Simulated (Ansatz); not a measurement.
# InP (F-43m) in Ansatz: notebook

One crystal, InP, is run at these levels: LDA; tasks: band structure.

Program: Ansatz 0.2.0. These are calculated values, not measurements. Logs are shortened: lines on timing, memory, paths and dates and some standing lists are left out, and cuts for length are marked.

**The experiment to reproduce.**

A printed reference work, data compilation reports, for a bulk crystal of InP at 1.6 K: band gap 1.4236 eV (direct).

How close the calculation comes is told below.

## 1. The structure

Symmetry: F-43m, No. 216, cubic system. Conventional cell: a = 5.861 Å, b = 5.861 Å, c = 5.861 Å, α = 90.00°, β = 90.00°, γ = 90.00°. Around In (site symmetry -43m) lie 4 P at 2.54 Å. P (site symmetry -43m) has 4 In at 2.54 Å as nearest neighbours.

## 2. Band structure, LDA

input.yaml reads:

```yaml
crystal:
  lattice:
    - [0.0, 2.9305, 2.9305]
    - [2.9305, 0.0, 2.9305]
    - [2.9305, 2.9305, 0.0]
  atoms:
    - { symbol: In, position: [0.0, 0.0, 0.0] }
    - { symbol: P, position: [0.75, 0.75, 0.75] }
kpoints:
  mp_grid: { grid: [6, 6, 6] }
  band_path:
    path:
      - [0.0, 0.0, 0.0]
      - [0.5, 0.0, 0.5]
      - [0.5, 0.25, 0.75]
      - [0.375, 0.375, 0.75]
      - [0.0, 0.0, 0.0]
      - [0.5, 0.5, 0.5]
      - [0.625, 0.25, 0.625]
      - [0.5, 0.25, 0.75]
    npoints: 12
scf:
  occupations: { method: fermi_dirac, width: 0.05 }
hamiltonian:
  xc: lda
  pseudopotentials: { kind: all_electron, lapw: { basis_error: 0.001 } }
output:
  forces: true
  stress: true
  eigenvalues: true
```

Potentials or basis: all-electron LAPW, scalar-relativistic.

Started as:

```console
ansatz run input.yaml --threads 1 --pin off --max-ram 3072MiB --backend cpu --events-out ev --progress --plain --runs-dir out
```

The log of the run:

```text
Warning: RAYON_NUM_THREADS=1 ignored (pool sized by the plan → 1); use --threads N
LAPW: plane waves up to 8.023 Å⁻¹, error target 1.0e-3 eV per atom; small_component_spin mean_spin; P in spheres of 1.106 Å, 13 of its electrons in bands, Dirac shells []; In in spheres of 1.432 Å, 21 of its electrons in bands, Dirac shells [] (how accurate: hamiltonian.pseudopotentials.lapw.basis_error, Limitations)
Engine: ansatz 0.2.0, aarch64-unknown-linux-gnu
Pseudopotentials: kind: all_electron
Pseudopotential: In, LAPW, valence charge 21, lapw/all_electron/scalar/gaussian/In, Koelling and Harmon's equation, gaussian nucleus
Pseudopotential: P, LAPW, valence charge 13, lapw/all_electron/scalar/gaussian/P, Koelling and Harmon's equation, gaussian nucleus
Functional definition: SPW92
  exchange = slater_x
  correlation = pw_c
Crystal: 2 atoms, lattice volume = 50.333 Å³
Basis set: ecut = 245.2298830095785 eV, 459 PW (Γ), exchange–correlation at level 2
Bands: 21, of which v1, the nominal top of the filled ones, is band 17 counted from 1 (16 counted from 0)
Symmetry: 24 space group operations
Space group: F-43m (ITA 216), of the structure as read, at distance tolerance 3.7e-5 Å
k-points: 16 of 216 (time reversal used)
Non-local potential: In, projectors of the file, none
Non-local potential: P, projectors of the file, none
Initial density: superposition of atomic densities (chi_scale 0.1, normalization cell, long waves kept (reshape's long-wave potential 0.00 eV rms))
Initial wavefunctions: plane waves of lowest kinetic energy (no species holds an atomic orbital)
Functional: x = slater, c = lda
iter 1 solved again at ethr=3.32e-3 eV; its pass at ethr=1.00e-1 eV (dr2=1.13e0 eV) is discarded
SCF iter   1: F=—  HF=-169185.632012 eV  |F-HF|=—  |Δ(HF+E_count)|=         —  Δρ=3.52e-2  dr2=1.13e0  ethr=3.32e-3  ⟨swp⟩=2.0  Hψ=2289  notcnv=0
preconditioner: auto → none  [insulator: Δε(μ)=0.937 eV  Ē_g=14.187 eV  σ=0.050 eV  W_gap=1.00  n_scr=14 (ndim 8)  ℏωp=22.2 eV  f_vac=0.038  D(μ)=0.00/eV (n_scr^D=0)  ε∞_Penn≈3.4]
iter 2 solved again at ethr=2.06e-4 eV; its pass at ethr=3.32e-3 eV (dr2=7.00e-2 eV) is discarded
SCF iter   2: F=—  HF=-169185.244237 eV  |F-HF|=—  |Δ(HF+E_count)|=   3.88e-1  Δρ=1.23e-2  dr2=7.00e-2  ethr=2.06e-4  ⟨swp⟩=2.0  Hψ=1771  notcnv=0
SCF iter   3: F=—  HF=-169185.206231 eV  |F-HF|=—  |Δ(HF+E_count)|=   3.80e-2  Δρ=5.78e-3  dr2=1.37e-2  ethr=2.06e-4  ⟨swp⟩=2.0  Hψ=992  notcnv=0
SCF iter   4: F=—  HF=-169185.202127 eV  |F-HF|=—  |Δ(HF+E_count)|=         —  Δρ=1.13e-3  dr2=6.48e-4  ethr=4.04e-5  ⟨swp⟩=2.0  Hψ=929  notcnv=0
the basis was enlarged: its passes take 336.3 KiB over the memory plan, 1 of 1 planned eigensolver slots
SCF iter   5: F=—  HF=-169185.201588 eV  |F-HF|=—  |Δ(HF+E_count)|=   5.39e-4  Δρ=1.36e-4  dr2=5.79e-6  ethr=1.91e-6  ⟨swp⟩=2.4  Hψ=935  notcnv=0
SCF iter   6: F=—  HF=-169185.201587 eV  |F-HF|=—  |Δ(HF+E_count)|=   8.50e-7  Δρ=2.21e-5  dr2=1.62e-7  ethr=1.70e-8  ⟨swp⟩=2.9  Hψ=954  notcnv=0
SCF iter   7: F=-169185.201587 eV  HF=-169185.201587 eV  |F-HF|=3.78e-10  |Δ(HF+E_count)|=   8.79e-8  Δρ=1.80e-6  dr2=1.08e-9  ethr=4.77e-10  ⟨swp⟩=2.4  Hψ=937  notcnv=0
SCF 1 converged in 7 iterations: F = -169185.201587 eV  dr2 = 1.08e-9
NSCF: frozen V_eff on 85 k-points
SCF converged after 7 iterations
Free energy (F): -169185.201587 eV
Harris-Foulkes:  -169185.201587 eV  (|F-HF|=3.78e-10)
Internal energy: -169185.201509 eV  (E = F + TS)
E sigma→0 (E₀):  -169185.201548 eV
Entropy (-TS):   -0.000079 eV (-0.039 meV/atom)
Fermi energy:    9.123610 eV
--- Per-component energies (eV) ---
  E_band       = -1587.935809
  E_kinetic    = 177097.759734
  E_xc         = -4811.688837
  E_electrostatic = -341471.272406  (all electrons and nuclei)
  E_smearing   = -0.000079  (= −TS)
  E_closure    = 0.000000  (closes the sum)
  E_atoms      = -169175.566580  (free atoms, spherical and without spin; not in F)
  Σ components = -169185.201587   (vs F -169185.201587, Δ=0.00e0)
  Basis errors (estimates in eV, not in F): energy 4.4e-4 per atom: plane waves 4.1e-4 (2.4e-4 summed), levels above the bands 3.6e-61, relativity 3.5e-9, radial functions 2.6e-5, core shells 6.8e-8; eigenvalues (radial functions only) 1.2e-6; not estimated: angular momenta, meshes, grids; target (lapw.basis_error) 1.0e-3; muffin-tin radii P 1.106 Å, In 1.432 Å
--- Forces (eV/Å), atoms counted from 1 ---
  atom   1  In     0.00000000    -0.00000000     0.00000000
  atom   2  P     -0.00000000     0.00000000     0.00000000
  max |Σ_I F_I| component: 4.16e-17 eV/Å
--- Stress (GPa, compression-positive) ---
       -1.205766       0.000000       0.000000
        0.000000      -1.205766       0.000000
        0.000000       0.000000      -1.205766
  P = ⅓ Tr σ = -1.2058 GPa (-12.058 kbar)
--- Band table (eV; the first three rows and the last of 16) ---
  k-point 0: bands = ["-157.8799", "-109.2245", "-109.2245", "-109.2245", "-105.7905", "-64.3904", "-64.3904", "-64.3904", "-5.3216", "-5.3216", "-5.3216", "-5.1661", "-5.1661", "-2.7026", "8.8573", "8.8573", "8.8573", "9.3339", "12.8104", "12.8104", "12.8104"]
  k-point 1: bands = ["-157.8799", "-109.2245", "-109.2245", "-109.2245", "-105.7905", "-64.3905", "-64.3904", "-64.3904", "-5.3539", "-5.3090", "-5.3090", "-5.1657", "-5.1657", "-2.3863", "6.5950", "8.5444", "8.5444", "10.4759", "13.1997", "13.2558", "13.2558"]
  k-point 2: bands = ["-157.8799", "-109.2245", "-109.2245", "-109.2245", "-105.7905", "-64.3906", "-64.3904", "-64.3904", "-5.4137", "-5.2889", "-5.2889", "-5.1593", "-5.1593", "-1.5662", "4.1983", "8.0636", "8.0636", "10.3164", "13.6060", "13.6060", "14.9488"]
  k-point 15: bands = ["-157.8799", "-109.2245", "-109.2245", "-109.2245", "-105.7905", "-64.3906", "-64.3905", "-64.3905", "-5.4836", "-5.2487", "-5.2235", "-5.1958", "-5.1440", "-0.2143", "3.0845", "5.9992", "6.0136", "11.9980", "12.3476", "15.4994", "15.7724"]
```

It took 15 s on 1 thread of Arm Neoverse V1, shared host; peak memory 0.24 GiB.

What came out:

```yaml
Free_energy: -169185.2016 eV
Pressure: -1.2 GPa
Band_gap_on_the_k_mesh: 0.48 eV, direct
Band_gap_along_the_path: 0.48 eV, direct
```

Levels at the corners of the path, in eV from the valence-band top:
```csv
point,band 13,band 14,band 15,band 16,band 17,band 18,band 19,band 20,band 21
Γ,-14.02,-11.56,0.00,0.00,0.00,0.48,3.95,3.95,3.95
X,-13.99,-9.13,-5.88,-2.36,-2.36,1.59,2.11,8.98,9.41
W,-14.01,-9.05,-5.73,-3.01,-2.98,4.18,4.26,5.40,6.04
K,-14.00,-9.14,-5.74,-3.37,-1.97,2.20,4.26,7.36,7.39
Γ,-14.02,-11.56,0.00,0.00,0.00,0.48,3.95,3.95,3.95
L,-14.01,-9.80,-5.84,-0.99,-0.99,1.30,4.69,4.69,6.89
U,-14.00,-9.14,-5.74,-3.37,-1.97,2.20,4.26,7.36,7.39
W,-14.01,-9.05,-5.73,-3.01,-2.98,4.18,4.26,5.40,6.04
```

Caveat: spin-orbit coupling is left out, which moves the levels of the heavy elements.

## 3. Band structure, LDA, spin-orbit coupling, no magnetisation

input.yaml, as its differences from that of step 2:

```diff
@@ -26,2 +26,5 @@
   pseudopotentials: { kind: all_electron, lapw: { basis_error: 0.001 } }
+magnetization:
+  noncollinear: true
+  spin_orbit: true
 output:
```

Potentials or basis: all-electron LAPW, relativistic spinors.

Started as:

```console
ansatz run input.yaml --threads 1 --pin off --max-ram 3072MiB --backend cpu --events-out ev --progress --plain --runs-dir out
```

Run time: 86 s. Hardware: 1 thread of Arm Neoverse V1, shared host; peak memory 0.37 GiB.

Results (log left out):

- Free energy: -169228.2630 eV
- Pressure: -1.3 GPa
- Band gap on the k mesh: 0.45 eV, direct
- Band gap along the path: 0.45 eV, direct

Levels at the corners of the path, in eV from the valence-band top:
| point | band 31 | band 32 | band 33 | band 34 | band 35 | band 36 | band 37 | band 38 |
| --- | --- | --- | --- | --- | --- | --- | --- | --- |
| Γ | 0.00 | 0.00 | 0.00 | 0.00 | 0.45 | 0.45 | 3.60 | 3.60 |
| X | -2.45 | -2.45 | -2.35 | -2.35 | 1.56 | 1.56 | 2.08 | 2.08 |
| W | -3.14 | -3.04 | -2.99 | -2.94 | 4.14 | 4.14 | 4.22 | 4.25 |
| K | -3.46 | -3.36 | -2.01 | -2.00 | 2.16 | 2.17 | 4.22 | 4.24 |
| Γ | 0.00 | 0.00 | 0.00 | 0.00 | 0.45 | 0.45 | 3.60 | 3.60 |
| L | -1.09 | -1.09 | -0.97 | -0.97 | 1.27 | 1.27 | 4.57 | 4.57 |
| U | -3.46 | -3.36 | -2.01 | -2.00 | 2.16 | 2.17 | 4.22 | 4.24 |
| W | -3.14 | -3.04 | -2.99 | -2.94 | 4.14 | 4.14 | 4.22 | 4.25 |

## 4. How close it comes

Step 2. Against the measured gap of InP, 1.4236 eV (direct; 1.6 K; a printed reference work, data compilation), the calculated 0.48 eV is off by -0.95 eV. Spin-orbit coupling on In is left out. The value is that of LDA, without temperature or zero-point motion. Semilocal functionals fall short of measured gaps as a rule.

Step 3. Measured gap of InP: 1.4236 eV (direct; 1.6 K; a printed reference work, data compilation). This calculation gives 0.45 eV (-0.98 eV). The value is that of LDA, without temperature or zero-point motion. Semilocal functionals fall short of measured gaps as a rule.
